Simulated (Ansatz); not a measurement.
Tubes are rolled from the relaxed Si monolayer (P-3m1, bond 2.28 Å, gap on the mesh 0.00 eV); atoms and period are relaxed, and energies count from the flat sheet.

Level of theory: DFT PBE, scalar-relativistic, plane waves, PAW (Ansatz).

Cutoff 420 eV; k points 1×1×20 on the computed 20-atom cell (Γ-centred); Gaussian smearing, width 0.05 eV; no spin polarisation.

Start ((5,5)):

```
CELL_PARAMETERS angstrom
19.40000 0.00000 0.00000
0.00000 19.90000 0.00000
0.00000 0.00000 3.86881
ATOMIC_POSITIONS crystal
Si 0.75747 0.55335 0.50000
Si 0.67613 0.69070 0.00000
Si 0.52751 0.75520 0.50000
Si 0.36839 0.72223 0.00000
Si 0.25954 0.60437 0.50000
Si 0.24253 0.44665 0.00000
Si 0.32387 0.30930 0.50000
Si 0.47249 0.24480 0.00000
Si 0.63161 0.27777 0.50000
Si 0.74046 0.39563 0.00000
Si 0.76175 0.61361 0.00000
Si 0.64326 0.74190 0.50000
Si 0.47005 0.77779 0.00000
Si 0.30828 0.70757 0.50000
Si 0.21974 0.55807 0.00000
Si 0.23825 0.38639 0.50000
Si 0.35674 0.25810 0.00000
Si 0.52995 0.22221 0.50000
Si 0.69172 0.29243 0.00000
Si 0.78026 0.44193 0.50000
```

Relax it.

The free energy falls by 6 meV/atom.

| Property | Result |
| --- | --- |
| excess energy (meV/atom) | 36.5 |
| period (Å) | 3.846 |
| mean diameter (Å) | 10.70 |
| gap on the mesh (eV) | 0.53 |
| highest filled level or Fermi level under vacuum (eV) | 4.77 |

Relaxed structure:
```yaml
crystal:
  lattice:
    - [19.40000, 0.00000, 0.00000]
    - [0.00000, 19.90000, 0.00000]
    - [0.00000, 0.00000, 3.84607]
  atoms:
    - { symbol: Si, position: [0.75604, 0.55266, 0.50000] }
    - { symbol: Si, position: [0.67537, 0.68927, 0.00000] }
    - { symbol: Si, position: [0.52774, 0.75357, 0.50000] }
    - { symbol: Si, position: [0.36952, 0.72103, 0.00000] }
    - { symbol: Si, position: [0.26112, 0.60407, 0.50000] }
    - { symbol: Si, position: [0.24396, 0.44734, 0.00000] }
    - { symbol: Si, position: [0.32463, 0.31073, 0.50000] }
    - { symbol: Si, position: [0.47226, 0.24643, 0.00000] }
    - { symbol: Si, position: [0.63048, 0.27897, 0.50000] }
    - { symbol: Si, position: [0.73888, 0.39593, 0.00000] }
    - { symbol: Si, position: [0.76512, 0.61486, 0.00000] }
    - { symbol: Si, position: [0.64520, 0.74479, 0.50000] }
    - { symbol: Si, position: [0.46986, 0.78122, 0.00000] }
    - { symbol: Si, position: [0.30603, 0.71025, 0.50000] }
    - { symbol: Si, position: [0.21624, 0.55897, 0.00000] }
    - { symbol: Si, position: [0.23488, 0.38514, 0.50000] }
    - { symbol: Si, position: [0.35480, 0.25521, 0.00000] }
    - { symbol: Si, position: [0.53014, 0.21878, 0.50000] }
    - { symbol: Si, position: [0.69397, 0.28975, 0.00000] }
    - { symbol: Si, position: [0.78376, 0.44103, 0.50000] }
```

Time: 89 s on 4 threads of Intel(R) Xeon(R) 6975P-C (Granite Rapids), on a shared host, peak memory 3.3 GiB.